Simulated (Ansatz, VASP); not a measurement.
## Two plane-wave programs on SrTiO3 (Tausonite)

```
Sr Ti O
1.0
     3.89112    0.00000    0.00000
     0.00000    3.89112    0.00000
     0.00000    0.00000    3.89112
Sr Ti O
1 1 3
Direct
  0.50000 0.50000 0.50000
  0.00000 0.00000 0.00000
  0.50000 0.00000 0.00000
  0.00000 0.50000 0.00000
  0.00000 0.00000 0.50000
```

Alike in both runs: functional PBEsol; k mesh 8 × 8 × 8; occupations gaussian, width 0.02 eV; no spin polarisation.

Ansatz relaxed the structure, and its values are those at the end. VASP's run is a single point on that final structure, the one shown.

|  | VASP | Ansatz |
| --- | --- | --- |
| version | VASP 6.6.1 | Ansatz 0.2.0 |
| potentials or method | VASP PAW PBE potentials, release 64 (Sr_sv, Ti_sv, O) | scalar-relativistic, plane waves, PAW |
| plane-wave cutoff (eV) | 520 | 420 |
| valence electrons in the cell | 40 | 40 |

VASP gave:

| Quantity | Value |
| --- | --- |
| gap on the k mesh at the Fermi level (eV) | 1.82 |
| least direct gap on the mesh (eV) | 2.17 |
| pressure (GPa) | 0.7 |

Problem. Estimate Ansatz's values.

Solution. gap on the k mesh at the Fermi level (eV): 1.85; least direct gap on the mesh (eV): 2.19; pressure (GPa): 0.0.

Caveats: the PAW data sets were made with another functional, which shifts forces and pressure a little (VASP). Expect the measured gap to be larger: semilocal functionals such as PBEsol lack the derivative discontinuity. A k mesh can miss the band edges.
